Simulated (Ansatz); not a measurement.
## TaN, one cell by several methods

```
Ta N
1.0
     3.05000    0.00000    0.00000
    -1.52500    2.64138    0.00000
     0.00000    0.00000    4.89060
Ta N
2 2
Direct
  0.33333 0.66667 0.00000
  0.66667 0.33333 0.50000
  0.33333 0.66667 0.38500
  0.66667 0.33333 0.88500
```

Atoms are numbered in the order listed.

The conventional cell has a = 3.050 Å, b = 3.050 Å, c = 4.891 Å, α = 90.00°, β = 90.00°, γ = 120.00°. Ta (atom 1) has 4 N at 1.85 to 1.88 Å as nearest neighbours. N (atom 3) is surrounded by 4 Ta at 1.85 to 1.88 Å.

The cell comes from COD entry 9008876, which wasn't checked; take it as a given geometry. The listed cell was then made from it by scaling, straining or moving an atom.

Spin–orbit coupling is left out, though it moves levels of the heavy atoms by tenths of an eV or more.

All numbers are computed: DFT, LDA, PAW with Ansatz's default frozen-core files, scalar-relativistic (Ansatz 0.2.0); DFT, LDA, all-electron LAPW, scalar-relativistic (Ansatz 0.2.0).

For PAW: a Γ-centred 9×9×5 k mesh, Fermi–Dirac smearing of 0.03 eV, cutoff 420 eV, no spin polarisation; the PAW files were made with PBE, and the program remakes their frozen cores for this functional. LAPW targets a basis error of 1 meV/atom. The Ansatz runs share mesh, smearing and spin set-up. Plane-wave (PAW) pressures include the program's estimate of the Pulay term.

Stress and pressure are positive in compression.

PAW results:

```json
{"quantity": "pressure (GPa)", "PAW": "124.59"}
{"quantity": "stress xx (GPa)", "PAW": "131.50"}
{"quantity": "stress zz (GPa)", "PAW": "110.78"}
{"quantity": "force on Ta1, z (eV/Å)", "PAW": "1.724"}
{"quantity": "force on N3, z (eV/Å)", "PAW": "-1.724"}
```

Question: What does full-potential LAPW give for the same quantities?

Answer: 
| quantity | LAPW |
| --- | --- |
| pressure (GPa) | 122.22 |
| stress xx (GPa) | 129.04 |
| stress zz (GPa) | 108.60 |
| force on Ta1, z (eV/Å) | 1.711 |
| force on N3, z (eV/Å) | -1.711 |
